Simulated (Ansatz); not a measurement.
In doubt: masses and optical values from hybrid runs of this build are listed as unsure, which bears on the screening that GW takes from such a start.

Rows from a G0W0 calculation on Ta2O5 (Pmmm) (Ansatz 0.2.0; G0W0 on HSE06, plane waves, PAW; 4×4×4 mesh, 572 empty bands, screening to 200 eV), in eV. Spin-orbit coupling is left out.

```csv
row,k,band,start,Σx,Σc at the solution,Vxc
A,"(-0.500, 0.000, 0.000)",v1,7.135,-24.727,3.934,-20.729
B,"(-0.500, 0.000, 0.000)",c2,9.953,-11.702,-5.244,-17.116
C,"(-0.500, -0.500, -0.500)",v1,8.272,-26.552,4.192,-22.403
D,"(-0.500, -0.500, -0.500)",c1,10.598,-12.400,-5.502,-18.081
E,"(-0.500, 0.000, 0.000)",c1,9.639,-12.493,-4.617,-17.341
F,"(-0.500, -0.500, -0.500)",c2,12.732,-15.759,-4.892,-21.067
```

Q: Give the quasiparticle energies and the shift of each level.

The quasiparticle equation reads E = start + Σx + Σc(E) − Vxc.

```csv
row,E (eV),shift (eV)
A,7.071,−0.064
B,10.123,+0.169
C,8.315,+0.043
D,10.777,+0.179
E,9.871,+0.232
F,13.149,+0.416
```

The gap over the computed points goes from 1.37 eV to 1.56 eV.

Limits: not at the basis limit; no spin-orbit coupling; coarse k mesh.

[Paths, hosts, dates, memory and timing lines, banners, echoed tables and standing remarks are left out of the program output.]

[Logs are printed without paths, hosts, clocks, repeated set-up lines and the standing remarks that a program may print on its own settings, such as how far it seeks lower states.]

[Runs of the session that timed out or met a known fault of the program may be left out.]

[Cells called generated may have been cut or substituted from an entry of the Crystallography Open Database or the Materials Project.]

[Hosts, paths, dates, database ids (printed as entryN), source tags and the programs' standing remarks are cut or masked in the printed files.]
